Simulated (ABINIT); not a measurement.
## GaN (F-43m): G0W0 in ABINIT against the bands in the screening

How does the gap of GaN (F-43m) converge in the bands in the screening?

Main program and level: ABINIT 10.8.3; PBE and many-body steps on it, plane waves.

## Step 1: Starting point

The structure is cubic, space group F-43m (No. 216). The conventional cell has a = 4.507 Å, b = 4.507 Å, c = 4.507 Å, α = 90.00°, β = 90.00°, γ = 90.00°. Nearest to Ga lie 4 N at 1.95 Å. Nearest to N lie 4 Ga at 1.95 Å. Farther neighbours and most contacts between anions are not listed.

The cell and positions are those that the Materials Project relaxed with its own functionals (PBE, PBE+U or r2SCAN), kept fixed. This is not the form that GaN usually takes at ambient conditions.

## Step 2: Screening, 6×6×6 mesh, 17 bands, screening to 261.2 eV

This step: ABINIT 10.8.3; RPA screening on PBE, plane waves, norm-conserving pseudopotentials.

The RPA dielectric matrix is built and inverted for each q.

run.abi reads:

```
acell 3*1.0 Angstrom
rprim 
  0.000000000000 2.253500607500 2.253500607500
  2.253500607500 0.000000000000 2.253500607500
  2.253500607500 2.253500607500 0.000000000000
ntypat 2
znucl 31 7
natom 2
typat 1 2
xred 
  0.000000000000 0.000000000000 0.000000000000
  0.750000000000 0.750000000000 0.750000000000
pp_dirpath "pseudos"
pseudos "Ga.upf, N.upf"
ecut 36
ngkpt 6 6 6
nshiftk 1
shiftk 0 0 0
kptopt 1
chksymbreak 0
istwfk *1
occopt 1
irdwfk 1
optdriver 3
nband 17
ecuteps 9.6
inclvkb 2
awtr 1
symchi 1
indata_prefix "in"
outdata_prefix "out"
tmpdata_prefix "tmp"
```

Run with:

```
OMP_NUM_THREADS=1 mpirun -n 8 abinit run.abi > log
```

The log of the run:

```text
.Version 10.8.3 of ABINIT. v10.8.2 released Aug 2026.

 Symmetries : space group F-4 3 m (#216); Bravais cF (face-center cubic)
[... echo of the input left out ...]
== DATASET  1 ==================================================================
-   mpi_nproc: 8, omp_nthreads: 1 (-1 if OMP is not activated)

--- !DatasetInfo
iteration_state: {dtset: 1, }
dimensions: {natom: 2, nkpt: 16, mband: 17, nsppol: 1, nspinor: 1, nspden: 1, mpw: 1639, }
cutoff_energies: {ecut:  36.0, pawecutdg:  -1.0, }
electrons: {nelect:   1.80000000E+01, charge:   0.00000000E+00, occopt:   1.00000000E+00, tsmear:   1.00000000E-02, }

 SCREENING: Calculation of the susceptibility and dielectric matrices

 Based on a program developped by R.W. Godby, V. Olevano, G. Onida, and L. Reining.
 Incorporated in ABINIT by V. Olevano, G.-M. Rignanese, and M. Torrent.
.Using double precision arithmetic ; gwpc =  8

[... cell and pseudopotentials left out ...]
--------------------------------------------------------------------------------

 ==== K-mesh for the wavefunctions ====
 Number of points in the irreducible wedge :    16
[... list of points left out ...]
 Together with 24 symmetry operations and time-reversal symmetry
 yields   216 points in the full Brillouin Zone.

 ==== Q-mesh for the screening function ====
 Number of points in the irreducible wedge :    16
[... list of points left out ...]
 Together with 24 symmetry operations and time-reversal symmetry
 yields   216 points in the full Brillouin Zone.

 setmesh: FFT mesh size selected  =    25x   25x   25
          total number of points  =        15625

 vcoul_init : cutoff-mode = AUXILIARY_FUNCTION
 q-points for optical limit:   1
     1)      0.000010    0.000020    0.000030

- screening: taking advantage of time-reversal symmetry
- Maximum band index for partially occupied states nbvw = 9
- Remaining bands to be divided among processors   nbcw = 8
- Number of bands treated by each node ~1

 Number of electrons calculated from density =   18.0000; Expected =   18.0000
 average of density, n =  0.116539
 r_s =    1.2700
 omega_plasma =   32.9300 [eV]

 calculating chi0 at frequencies [eV] :
  1    0.000000E+00    0.000000E+00
  2    0.000000E+00    3.293002E+01

--------------------------------------------------------------------------------
  q-point number  1        q = ( 0.000000, 0.000000, 0.000000) [r.l.u.]
--------------------------------------------------------------------------------
[... chi0 elements left out ...]
 For q-point:  0.000010 0.000020 0.000030
  dielectric constant =   6.2421
  dielectric constant without local fields =   6.7064

  Average fulfillment of the sum rule on Im[epsilon] for q-point    1 :     11.30  [%]
[... wings left out ...]
  q-point number  2        q = ( 0.166667, 0.000000, 0.000000) [r.l.u.]
--------------------------------------------------------------------------------
[... chi0 elements left out ...]
  Average fulfillment of the sum rule on Im[epsilon] for q-point    2 :     37.02  [%]

 [... 14 further q-points ...]
```

It took 5.6 s on 8 MPI ranks of Arm Neoverse V2, shared host; peak memory 0.95 GiB; 44 s of CPU time.

Numbers from this step:

```
ε∞ with local fields, on this mesh, along the program's q direction : 6.242
the same without local fields                                       : 6.706
plasma frequency                                                    : 32.93 eV
plane waves in the screening matrix                                 : 229
```

Local fields lower ε∞ by 7 %.

## Step 3: 17 bands

This step: G0W0 on PBE, plane waves, norm-conserving pseudopotentials.

Edit run.abi of step 2 so:

```diff
@@ -23,8 +23,15 @@
 irdwfk 1
-optdriver 3
-nband 17
+optdriver 4
+nband 114
+gwcalctyp 0
+ecutsigx 36
+symsigma 1
+nkptgw 1
+kptgw 
+  0.0000000000 0.0000000000 0.0000000000
+bdgw 
+  7 13
 ecuteps 9.6
-inclvkb 2
-awtr 1
-symchi 1
+irdscr 1
+ppmodel 1
 indata_prefix "in"
```

The log of the run:

```text
.Version 10.8.3 of ABINIT. v10.8.2 released Aug 2026.

 Symmetries : space group F-4 3 m (#216); Bravais cF (face-center cubic)
[... echo of the input left out ...]
== DATASET  1 ==================================================================
-   mpi_nproc: 8, omp_nthreads: 1 (-1 if OMP is not activated)

--- !DatasetInfo
iteration_state: {dtset: 1, }
dimensions: {natom: 2, nkpt: 16, mband: 114, nsppol: 1, nspinor: 1, nspden: 1, mpw: 1639, }
cutoff_energies: {ecut:  36.0, pawecutdg:  -1.0, }
electrons: {nelect:   1.80000000E+01, charge:   0.00000000E+00, occopt:   1.00000000E+00, tsmear:   1.00000000E-02, }

 SIGMA: Calculation of the GW corrections

 Based on a program developped by R.W. Godby, V. Olevano, G. Onida, and L. Reining.
 Incorporated in ABINIT by V. Olevano, G.-M. Rignanese, and M. Torrent.
.Using double precision arithmetic ; gwpc =  8

[... cell and pseudopotentials left out ...]
--------------------------------------------------------------------------------

 ==== K-mesh for the wavefunctions ====
 Number of points in the irreducible wedge :    16
[... list of points left out ...]
 Together with 24 symmetry operations and time-reversal symmetry
 yields   216 points in the full Brillouin Zone.

 ==== Q-mesh for screening function ====
 Number of points in the irreducible wedge :    16
[... list of points left out ...]
 Together with 24 symmetry operations and time-reversal symmetry
 yields   216 points in the full Brillouin Zone.

 vcoul_init : cutoff-mode = AUXILIARY_FUNCTION
 q-points for optical limit:   1
     1)      0.000010    0.000020    0.000030
 setmesh: FFT mesh size selected  =    36x   36x   36
          total number of points  =        46656

 Number of electrons calculated from density =   18.0000; Expected =   18.0000
 average of density, n =  0.116539
 r_s =    1.2700
 omega_plasma =   32.9300 [eV]

 === KS Band Gaps ===
  >>>> For spin  1
   Minimum direct gap =   1.7587 [eV], located at k-point      :   0.0000  0.0000  0.0000
   Fundamental gap    =   1.7587 [eV], Top of valence bands at :   0.0000  0.0000  0.0000
                                       Bottom of conduction at :   0.0000  0.0000  0.0000
 SIGMA fundamental parameters:
 PLASMON POLE MODEL  1
 number of plane-waves for SigmaX                 1639
 number of plane-waves for SigmaC and W            229
 number of plane-waves for wavefunctions          1639
 number of bands                                   114
 number of independent spin polarizations            1
 number of spinorial components                      1
 number of k-points in IBZ                          16
 number of q-points in IBZ                          16
 number of symmetry operations                      24
 number of k-points in BZ                          216
 number of q-points in BZ                          216
 number of frequencies for dSigma/dE                 9
 frequency step for dSigma/dE [eV]                0.25
 number of omega for Sigma on real axis              0
 max omega for Sigma on real axis  [eV]           0.00
 zcut for avoiding poles [eV]                     0.10

 EPSILON^-1 parameters (SCR file):
 dimension of the eps^-1 matrix on file            229
 dimension of the eps^-1 matrix used               229
 number of plane-waves for wavefunctions          1639
 number of bands                                    17
 number of q-points in IBZ                          16
 number of frequencies                               2
 number of real frequencies                          1
 number of imag frequencies                          1

 matrix elements of self-energy operator (all in [eV])

 Perturbative Calculation

--- !SelfEnergy_ee
iteration_state: {dtset: 1, }
kpoint     : [   0.000,    0.000,    0.000, ]
spin       : 1
KS_gap     :    1.759
QP_gap     :    2.268
Delta_QP_KS:    0.509
data: !SigmaeeData |
     Band     E0 <VxcDFT>   SigX SigC(E0)      Z dSigC/dE  Sig(E)    E-E0       E
        7   5.322 -18.356 -21.281   3.169   0.783  -0.277 -18.165   0.191   5.513
        8   5.322 -18.356 -21.281   3.169   0.783  -0.277 -18.165   0.191   5.513
        9   5.322 -18.356 -21.281   3.169   0.783  -0.277 -18.165   0.191   5.513
       10   7.081 -13.893  -9.985  -3.044   0.810  -0.235 -13.193   0.700   7.781
       11  15.678 -12.135  -7.192  -4.225   0.825  -0.213 -11.543   0.592  16.270
       12  15.678 -12.135  -7.192  -4.225   0.825  -0.213 -11.543   0.592  16.270
       13  15.678 -12.135  -7.192  -4.225   0.825  -0.213 -11.543   0.592  16.270

== END DATASET(S) ==============================================================
================================================================================

 -outvars: echo values of variables after computation  --------
           etotal      0.0000000000E+00
            nband         114
             nkpt          16
          spgroup         216
 [... the other variables as echoed above ...]

 Calculation completed.
```

Wall time 5.7 s (8 MPI ranks); peak memory 1.2 GiB.

This step gave:

```
G0W0 gap on the points computed              : 2.268 eV
starting gap on the mesh                     : 1.759 eV
k of the valence top                         : 0, 0, 0
k of the conduction bottom                   : 0, 0, 0
Z at the valence top                         : 0.783
Z at the conduction bottom                   : 0.81
least direct G0W0 gap on the computed points : 2.268 eV
```

## Step 4: Screening, 6×6×6 mesh, 33 bands, screening to 261.2 eV

This step: RPA screening on PBE, plane waves, norm-conserving pseudopotentials.

Edit run.abi of step 3 so:

```diff
@@ -23,15 +23,8 @@
 irdwfk 1
-optdriver 4
-nband 114
-gwcalctyp 0
-ecutsigx 36
-symsigma 1
-nkptgw 1
-kptgw 
-  0.0000000000 0.0000000000 0.0000000000
-bdgw 
-  7 13
+optdriver 3
+nband 33
 ecuteps 9.6
-irdscr 1
-ppmodel 1
+inclvkb 2
+awtr 1
+symchi 1
 indata_prefix "in"
```

The log of the run:

```text
.Version 10.8.3 of ABINIT. v10.8.2 released Aug 2026.

 Symmetries : space group F-4 3 m (#216); Bravais cF (face-center cubic)
[... echo of the input left out ...]
== DATASET  1 ==================================================================
-   mpi_nproc: 8, omp_nthreads: 1 (-1 if OMP is not activated)

--- !DatasetInfo
iteration_state: {dtset: 1, }
dimensions: {natom: 2, nkpt: 16, mband: 33, nsppol: 1, nspinor: 1, nspden: 1, mpw: 1639, }
cutoff_energies: {ecut:  36.0, pawecutdg:  -1.0, }
electrons: {nelect:   1.80000000E+01, charge:   0.00000000E+00, occopt:   1.00000000E+00, tsmear:   1.00000000E-02, }

 SCREENING: Calculation of the susceptibility and dielectric matrices

 Based on a program developped by R.W. Godby, V. Olevano, G. Onida, and L. Reining.
 Incorporated in ABINIT by V. Olevano, G.-M. Rignanese, and M. Torrent.
.Using double precision arithmetic ; gwpc =  8

[... cell and pseudopotentials left out ...]
--------------------------------------------------------------------------------

 ==== K-mesh for the wavefunctions ====
 Number of points in the irreducible wedge :    16
[... list of points left out ...]
 Together with 24 symmetry operations and time-reversal symmetry
 yields   216 points in the full Brillouin Zone.

 ==== Q-mesh for the screening function ====
 Number of points in the irreducible wedge :    16
[... list of points left out ...]
 Together with 24 symmetry operations and time-reversal symmetry
 yields   216 points in the full Brillouin Zone.

 setmesh: FFT mesh size selected  =    25x   25x   25
          total number of points  =        15625

 vcoul_init : cutoff-mode = AUXILIARY_FUNCTION
 q-points for optical limit:   1
     1)      0.000010    0.000020    0.000030

- screening: taking advantage of time-reversal symmetry
- Maximum band index for partially occupied states nbvw = 9
- Remaining bands to be divided among processors   nbcw = 24
- Number of bands treated by each node ~3

 Number of electrons calculated from density =   18.0000; Expected =   18.0000
 average of density, n =  0.116539
 r_s =    1.2700
 omega_plasma =   32.9300 [eV]

 calculating chi0 at frequencies [eV] :
  1    0.000000E+00    0.000000E+00
  2    0.000000E+00    3.293002E+01

--------------------------------------------------------------------------------
  q-point number  1        q = ( 0.000000, 0.000000, 0.000000) [r.l.u.]
--------------------------------------------------------------------------------
[... chi0 elements left out ...]
 For q-point:  0.000010 0.000020 0.000030
  dielectric constant =   6.3294
  dielectric constant without local fields =   6.8175

  Average fulfillment of the sum rule on Im[epsilon] for q-point    1 :     33.09  [%]
[... wings left out ...]
  q-point number  2        q = ( 0.166667, 0.000000, 0.000000) [r.l.u.]
--------------------------------------------------------------------------------
[... chi0 elements left out ...]
  Average fulfillment of the sum rule on Im[epsilon] for q-point    2 :     56.47  [%]

 [... 14 further q-points ...]
```

It took 12 s on 8 MPI ranks; peak memory 1 GiB.

This step gave:

| Quantity | Value |
| --- | --- |
| ε∞ with local fields, on this mesh, along the program's q direction | 6.329 |
| the same without local fields | 6.817 |
| plasma frequency | 32.93 eV |
| plane waves in the screening matrix | 229 |

## Step 5: 33 bands

The self-energy is evaluated for the states that the input lists, and the levels follow from it, in one-shot runs by the linearised quasiparticle equation.

This step: G0W0 on PBE, plane waves, norm-conserving pseudopotentials.

Edit run.abi of step 4 so:

```diff
@@ -23,8 +23,15 @@
 irdwfk 1
-optdriver 3
-nband 33
+optdriver 4
+nband 114
+gwcalctyp 0
+ecutsigx 36
+symsigma 1
+nkptgw 1
+kptgw 
+  0.0000000000 0.0000000000 0.0000000000
+bdgw 
+  7 13
 ecuteps 9.6
-inclvkb 2
-awtr 1
-symchi 1
+irdscr 1
+ppmodel 1
 indata_prefix "in"
```

The log of the run:

```text
.Version 10.8.3 of ABINIT. v10.8.2 released Aug 2026.

 Symmetries : space group F-4 3 m (#216); Bravais cF (face-center cubic)
[... echo of the input left out ...]
== DATASET  1 ==================================================================
-   mpi_nproc: 8, omp_nthreads: 1 (-1 if OMP is not activated)

--- !DatasetInfo
iteration_state: {dtset: 1, }
dimensions: {natom: 2, nkpt: 16, mband: 114, nsppol: 1, nspinor: 1, nspden: 1, mpw: 1639, }
cutoff_energies: {ecut:  36.0, pawecutdg:  -1.0, }
electrons: {nelect:   1.80000000E+01, charge:   0.00000000E+00, occopt:   1.00000000E+00, tsmear:   1.00000000E-02, }

 SIGMA: Calculation of the GW corrections

 Based on a program developped by R.W. Godby, V. Olevano, G. Onida, and L. Reining.
 Incorporated in ABINIT by V. Olevano, G.-M. Rignanese, and M. Torrent.
.Using double precision arithmetic ; gwpc =  8

[... cell and pseudopotentials left out ...]
--------------------------------------------------------------------------------

 ==== K-mesh for the wavefunctions ====
 Number of points in the irreducible wedge :    16
[... list of points left out ...]
 Together with 24 symmetry operations and time-reversal symmetry
 yields   216 points in the full Brillouin Zone.

 ==== Q-mesh for screening function ====
 Number of points in the irreducible wedge :    16
[... list of points left out ...]
 Together with 24 symmetry operations and time-reversal symmetry
 yields   216 points in the full Brillouin Zone.

 vcoul_init : cutoff-mode = AUXILIARY_FUNCTION
 q-points for optical limit:   1
     1)      0.000010    0.000020    0.000030
 setmesh: FFT mesh size selected  =    36x   36x   36
          total number of points  =        46656

 Number of electrons calculated from density =   18.0000; Expected =   18.0000
[...]
number of q-points in BZ                          216
 number of frequencies for dSigma/dE                 9
 frequency step for dSigma/dE [eV]                0.25
 number of omega for Sigma on real axis              0
 max omega for Sigma on real axis  [eV]           0.00
 zcut for avoiding poles [eV]                     0.10

 EPSILON^-1 parameters (SCR file):
 dimension of the eps^-1 matrix on file            229
 dimension of the eps^-1 matrix used               229
 number of plane-waves for wavefunctions          1639
 number of bands                                    33
 number of q-points in IBZ                          16
 number of frequencies                               2
 number of real frequencies                          1
 number of imag frequencies                          1

 matrix elements of self-energy operator (all in [eV])

 Perturbative Calculation

--- !SelfEnergy_ee
iteration_state: {dtset: 1, }
kpoint     : [   0.000,    0.000,    0.000, ]
spin       : 1
KS_gap     :    1.759
QP_gap     :    2.128
Delta_QP_KS:    0.369
data: !SigmaeeData |
     Band     E0 <VxcDFT>   SigX SigC(E0)      Z dSigC/dE  Sig(E)    E-E0       E
        7   5.322 -18.356 -21.281   2.947   0.790  -0.265 -18.339   0.017   5.339
        8   5.322 -18.356 -21.281   2.947   0.790  -0.265 -18.339   0.017   5.339
        9   5.322 -18.356 -21.281   2.947   0.790  -0.265 -18.339   0.017   5.339
       10   7.081 -13.893  -9.985  -3.434   0.815  -0.226 -13.507   0.386   7.467
       11  15.678 -12.135  -7.192  -4.625   0.833  -0.201 -11.870   0.265  15.943
       12  15.678 -12.135  -7.192  -4.625   0.833  -0.201 -11.870   0.265  15.943
       13  15.678 -12.135  -7.192  -4.625   0.833  -0.201 -11.870   0.265  15.943

== END DATASET(S) ==============================================================
================================================================================

 -outvars: echo values of variables after computation  --------
           etotal      0.0000000000E+00
            nband         114
             nkpt          16
          spgroup         216
 [... the other variables as echoed above ...]

 Calculation completed.
```

Run time: 5.7 s. Hardware: 8 MPI ranks; peak memory 1.2 GiB.

Numbers from this step:

| Item | Value |
| --- | --- |
| G0W0 gap on the points computed | 2.128 eV |
| starting gap on the mesh | 1.759 eV |
| k of the valence top | 0, 0, 0 |
| k of the conduction bottom | 0, 0, 0 |
| Z at the valence top | 0.79 |
| Z at the conduction bottom | 0.815 |
| least direct G0W0 gap on the computed points | 2.128 eV |

The gap on the mesh goes from 1.76 eV to 2.13 eV, a correction of +0.37 eV.

## Step 6: Screening, 6×6×6 mesh, 114 bands, screening to 261.2 eV

This step: RPA screening on PBE, plane waves, norm-conserving pseudopotentials.

Edit run.abi of step 5 so:

```diff
@@ -23,15 +23,8 @@
 irdwfk 1
-optdriver 4
+optdriver 3
 nband 114
-gwcalctyp 0
-ecutsigx 36
-symsigma 1
-nkptgw 1
-kptgw 
-  0.0000000000 0.0000000000 0.0000000000
-bdgw 
-  7 13
 ecuteps 9.6
-irdscr 1
-ppmodel 1
+inclvkb 2
+awtr 1
+symchi 1
 indata_prefix "in"
```

The log of the run:

```text
.Version 10.8.3 of ABINIT. v10.8.2 released Aug 2026.

 Symmetries : space group F-4 3 m (#216); Bravais cF (face-center cubic)
[... echo of the input left out ...]
== DATASET  1 ==================================================================
-   mpi_nproc: 8, omp_nthreads: 1 (-1 if OMP is not activated)

--- !DatasetInfo
iteration_state: {dtset: 1, }
dimensions: {natom: 2, nkpt: 16, mband: 114, nsppol: 1, nspinor: 1, nspden: 1, mpw: 1639, }
cutoff_energies: {ecut:  36.0, pawecutdg:  -1.0, }
[...]
--------------------------------------------------------------------------------
[... chi0 elements left out ...]
 For q-point:  0.000010 0.000020 0.000030
  dielectric constant =   6.3868
  dielectric constant without local fields =   6.8827

  Average fulfillment of the sum rule on Im[epsilon] for q-point    1 :     84.96  [%]
[... wings left out ...]
  q-point number  2        q = ( 0.166667, 0.000000, 0.000000) [r.l.u.]
--------------------------------------------------------------------------------
[... chi0 elements left out ...]
  Average fulfillment of the sum rule on Im[epsilon] for q-point    2 :    114.31  [%]

 [... 14 further q-points ...]
```

Elapsed: 49 s, on 8 MPI ranks; peak memory 1.4 GiB; 6.5 min of CPU time.

This step gave:

```yaml
eps_infinity_with_local_fields_on_this_mesh_along_the_program_s_q_direction: 6.387
the_same_without_local_fields: 6.883
plasma_frequency: 32.93 eV
plane_waves_in_the_screening_matrix: 229
```

(Continued in part 2 of 2.)

[Paths, hosts, dates, memory and timing lines, banners, echoed tables and standing remarks are left out of the program output.]

[Logs are printed without paths, hosts, clocks, repeated set-up lines and the standing remarks that a program may print on its own settings, such as how far it seeks lower states.]

[Runs of the session that timed out or met a known fault of the program may be left out.]

[Hosts, paths, dates, database ids (printed as entryN), source tags and the programs' standing remarks are cut or masked in the printed files.]

[G0W0 gaps are taken among the corrected bands and points alone; a level outside them can change the order at an edge.]

[Where Ansatz stands beside ABINIT at settings called matched, ABINIT's density can come from a denser mesh and the files from another edition; pairs whose starting gaps differed by over 0.03 eV were left out, so agreement reads better than it is.]
